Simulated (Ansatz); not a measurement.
GaN:

```
Ga N
1.0
     3.18000    0.00000    0.00000
    -1.59000    2.75396    0.00000
     0.00000    0.00000    5.16600
Ga N
2 2
Direct
  0.66667 0.33333 0.50000
  0.33333 0.66667 0.00000
  0.66667 0.33333 0.87500
  0.33333 0.66667 0.37500
```

```yaml
Program: Ansatz 0.2.0
Task: relaxation of cell and atoms
Functional: HISS
Potentials_or_basis: Ansatz PAW
Cutoff: "420 eV (not typed: the program's choice for these potentials)"
k_mesh: 5 × 5 × 3
Occupations: fermi-dirac, width 0.05 eV
Spin: no spin polarisation
```

At the start: volume 11.31 Å³/atom.

Problem. How do energy, volume and symmetry change on relaxing?

Solution. It ends after 8 steps and the volume is 11.13 Å³/atom (-1.6 %); space group P6_3mc (No. 186, to 0.05 Å).

Step by step:
```csv
step,energy change (eV),largest force (eV/Å),volume (Å³)
1,0.0000,0.1604,45.24
2,-0.0088,0.1093,44.78
3,-0.0112,0.0366,44.52
4,-0.0112,0.0015,44.55
5,-0.0112,0.0001,44.55
6,-0.0094,0.0003,44.55
7,-0.0094,0.0000,44.54
8,-0.0094,0.0000,44.54
```

Final structure:
```yaml
crystal:
  lattice:
    - [3.16285, 0.00000, 0.00000]
    - [-1.58143, 2.73911, 0.00000]
    - [0.00000, 0.00000, 5.14092]
  atoms:
    - { symbol: Ga, position: [0.66667, 0.33333, 0.49885] }
    - { symbol: Ga, position: [0.33333, 0.66667, 0.99885] }
    - { symbol: N, position: [0.66667, 0.33333, 0.87615] }
    - { symbol: N, position: [0.33333, 0.66667, 0.37615] }
```

Caveat: the k mesh is coarse (spacing up to 0.46 Å⁻¹), so the values aren't converged, least of all with exact exchange; the plane-wave basis is chosen anew once the cell has moved, so the energies of steps on either side of that aren't comparable; the pressure holds a Pulay correction of +0.5 GPa for the finite cutoff; the PAW data sets come from PBE, with cores solved anew for the run's functional, which leaves a small shift of forces and pressure.
